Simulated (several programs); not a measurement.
## Cu2ZnSnSe4 (kesterite) from semi-empirical methods to plane-wave DFT

Kesterite Cu2ZnSnSe4, relaxed with r2SCAN in Ansatz, was computed with several methods. Space group I-4 (No. 82), tetragonal; a = 5.699 Å, c = 11.384 Å in the conventional setting, 23.11 Å³ an atom. Around Cu lie 4 Se at 2.42 Å; around Cu lie 4 Se at 2.41 Å; around Zn lie 4 Se at 2.46 Å; around Sn lie 4 Se at 2.58 Å; around Se lie 2 Cu at 2.41–2.42 Å and 1 Zn at 2.46 Å and 1 Sn at 2.58 Å. Simulation only: spin-unpolarised, and no claim that this is the phase found in nature.

```cif
data_structure
_symmetry_space_group_name_H-M 'P 1'
_symmetry_Int_Tables_number 1
_cell_length_a 6.9741
_cell_length_b 6.9741
_cell_length_c 6.9741
_cell_angle_alpha 131.764
_cell_angle_beta 131.764
_cell_angle_gamma 70.601
_cell_volume 184.89
loop_
_atom_site_label
_atom_site_type_symbol
_atom_site_fract_x
_atom_site_fract_y
_atom_site_fract_z
_atom_site_occupancy
Cu1 Cu 0.00000 0.00000 0.00000 1
Cu2 Cu 0.75000 0.25000 0.50000 1
Zn1 Zn 0.25000 0.75000 0.50000 1
Sn1 Sn 0.50000 0.50000 0.00000 1
Se1 Se 0.10333 0.62916 0.99234 1
Se2 Se 0.37084 0.36319 0.47417 1
Se3 Se 0.63681 0.11098 0.00766 1
Se4 Se 0.88902 0.89667 0.52583 1
```

Gaps and times are for a single point on this cell; volume and bulk modulus come from each method's own relaxation or energy curve at fixed shape, which is too stiff where a cell has free coordinates or axes. Times are rough, from shared hosts (Arm Neoverse V1; Intel Xeon Platinum 8488C; NVIDIA H100 80GB HBM3), and each method has its own mesh and cell size. A double dagger marks a value from a curve with shape and coordinates held. PM6 (MOPAC), PM7 (MOPAC), GFN1-xTB (tblite), GFN2-xTB (tblite) treat a cluster of cells at its zone centre, which samples few k points: where these miss a band edge, the gap comes out too large for that reason alone. Gaps from k meshes are read at a limited set of points (mesh, symmetry points, PBE's band edges), so each method's own least gap may be somewhat smaller. xTB and the PM methods were fitted mostly to molecules, and can miss a solid's gap by electronvolts. Minimal bases can be far off for gaps. Times of the plane-wave ladder aren't listed, since it ran on unlike processors and cards. d marks a direct gap, i an indirect one (no mark: not told apart), a dash a value that wasn't computed or didn't pass its checks.

```tsv
method	kind	gap (eV)	own volume (Å³/atom)	bulk modulus (GPa)	atoms computed	processor time
PBEsol	semilocal	–	22.65	–	8	–
GFN1-xTB (tblite)	tight binding	0	23.31‡	64‡	cluster	4.2 s
PM7 (MOPAC)	semi-empirical	2.53	–	–	cluster	7.2 s
light PBE (260 eV and a coarse mesh)	light plane-wave	0	–	–	8	8.1 s
GFN2-xTB (tblite)	tight binding	0.18	24.90‡	32‡	cluster	8.2 s
PBE+SOC	semilocal	0.02 d	–	–	8	–
PBE/SZV (CP2K)	small basis	0.02	–	–	8	41 s
PM6 (MOPAC)	semi-empirical	2.54	–	–	cluster	47 s
LDA	semilocal	0.02	21.91	–	8	–
PBE	semilocal	0.02	23.93	57‡	8	–
PBE/DZVP (CP2K)	small basis	0.02	24.37‡	56‡	8	110 s
r2SCAN	semilocal	0.08 d	23.11	65‡	8	–
PBE0	hybrid	1.39 d	–	–	8	–
HSE06	hybrid	0.78 d	–	–	8	–
```

Against HSE06 (0.78 eV) and with closed or daggered gaps left aside, the nearest gap at the points sampled is that of GFN2-xTB (tblite) (-0.60 eV) and the farthest that of PM6 (MOPAC) (+1.76 eV). HSE06 is only a yardstick of convenience, and nearness to it can be luck.

Volumes against r2SCAN's: PBEsol -2.0 %, LDA -5.2 %, PBE +3.5 %.

With PBE the bands overlap or touch, or nearly. Semilocal functionals can close a real gap, so this doesn't show a metal; small gaps of other methods may in turn close between the points read or with spin-orbit coupling, and the solid may be a semimetal.

Only the rows marked +SOC include spin-orbit coupling.
